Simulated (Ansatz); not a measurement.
Crystal: CuO.

```xyz
4
Lattice="0.1896 -2.1723 -2.0431 -2.0197 0.1063 -1.9598 2.3832 2.2858 -4.3894" Properties=species:S:1:pos:R:3 pbc="T T T"
Cu    0.1715    0.1749   -4.1029
Cu   -1.7484   -1.9559   -4.0297
O     0.4097    0.0276   -6.3425
O     0.1667    0.0172   -2.1166
```

The cell comes from a database or a generator and needn't be the stable form of this composition.

The cell isn't the ideal one: all atoms moved at random, sigma 0.1 Å a component, cell strained at random, sigma 0.1.

Base run:

| Item | Value |
| --- | --- |
| Program | Ansatz 0.2.0 |
| Functional | r2SCAN |
| Potentials or basis | Ansatz PAW |
| Cutoff | 500 eV |
| Density cutoff | 2000 eV |
| k mesh | 10 × 10 × 5 |
| Occupations | fermi-dirac, width 0.05 eV |
| Spin | no spin polarisation |
| Hubbard terms | Cu d U = 4 eV |

Its results: band gap on the k mesh none (metal or under the smearing width); pressure -8.8 GPa; largest force 1.626 eV/Å.

After a change of settings the same cell gave: band gap on the k mesh none (metal or under the smearing width); pressure -10.0 GPa; largest force 1.639 eV/Å. Which change was it?
A. hubbard terms from Cu d U = 4 eV to Cu d U = 2 eV
B. functional from r2SCAN to LDA; cutoff from 500 eV to 420 eV; density cutoff from 2000 eV to 1680 eV; hubbard terms from Cu d U = 4 eV to Cu d U = 5.3 eV
C. hubbard terms from Cu d U = 4 eV to Cu d U = 8 eV
D. hubbard terms from Cu d U = 4 eV to none; hubbard projectors from ortho-atomic (the default) to none

A.

Caveats: the run has no spin polarisation, though such a crystal can be magnetic; U without spin polarisation on a metal has little footing; the PAW data sets come from PBE, with cores solved anew for the run's functional, which leaves a small shift of forces and pressure; forces of over 1 eV/Å show positions far from the minimum, so gaps and moduli don't describe the material at rest.

Not every run made on this cell is shown here.
